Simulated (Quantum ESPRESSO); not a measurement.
How far to go with shifted k-point meshes: SrF2 (I4mm, 3 atoms in the cell)

```
CELL_PARAMETERS angstrom
      0.00000     2.88550     2.88550
      2.88550     0.00000     2.88550
      2.88550     2.88550     0.00000
ATOMIC_POSITIONS crystal
  Sr 0.00866 0.00866 0.99134
  F  0.25000 0.25000 0.25000
  F  0.75000 0.75000 0.75000
```

Method of the run: PBE, PSlibrary ultrasoft (PBE) pseudopotentials (plane waves; Quantum ESPRESSO 7.5).

Base settings: ecutwfc = 55 Ry; ecutrho = 385 Ry; occupations = smearing; smearing = fermi-dirac; degauss = 0.00147 Ry; potentials = {Sr: Sr.pbe-spn-rrkjus_psl.1.0.0.UPF, F: F.pbe-n-rrkjus_psl.1.0.0.UPF}; K_POINTS = automatic 3 3 3 0 0 0; conv_thr = 1e-10 Ry; mixing_beta = 0.4.

Shifted meshes do not hold Γ, so a gap read on them misses any band edge there.

Only quantities that move along the ladder and can be compared are tabulated.

The count of work is k-points × plane waves × bands × iterations; it is no time. 

The starting cell has typed, rounded lattice constants, without a prior relaxation at this level. Its lattice was rescaled by up to half a per cent. One atom was moved a little off its site on purpose.

| K_POINTS | free energy less the last step's (meV/atom) | gap on the mesh (eV) | count of work / last |
|---|---|---|---|
| automatic 2 2 2 1 1 1 | -0.75 | 8.543 | 0.0012 |
| automatic 3 3 3 1 1 1 | -0.06 | 7.819 | 0.0049 |
| automatic 4 4 4 1 1 1 | 0.01 | 7.490 | 0.0082 |
| automatic 5 5 5 1 1 1 | 0.03 | 7.325 | 0.016 |
| automatic 6 6 6 1 1 1 | -0.01 | 7.233 | 0.026 |
| automatic 7 7 7 1 1 1 | 0.00 | 7.176 | 0.041 |
| automatic 8 8 8 1 1 1 | 0.00 | 7.138 | 0.059 |
| automatic 9 9 9 1 1 1 | -0.01 | 7.112 | 0.10 |
| automatic 10 10 10 1 1 1 | -0.01 | 7.094 | 0.11 |
| automatic 13 13 13 1 1 1 | 0.00 | 7.061 | 0.24 |
| automatic 16 16 16 1 1 1 | 0.00 | 7.045 | 0.45 |
| automatic 21 21 21 1 1 1 | 0.00 | 7.032 | 1.0 |

Coarsest K_POINTS that holds the free energy within 0.5 meV/atom of the last step, with all finer ones: automatic 3 3 3 1 1 1, at 0.0049 of the last step's count of work; the step before is off by 0.75 meV/atom.
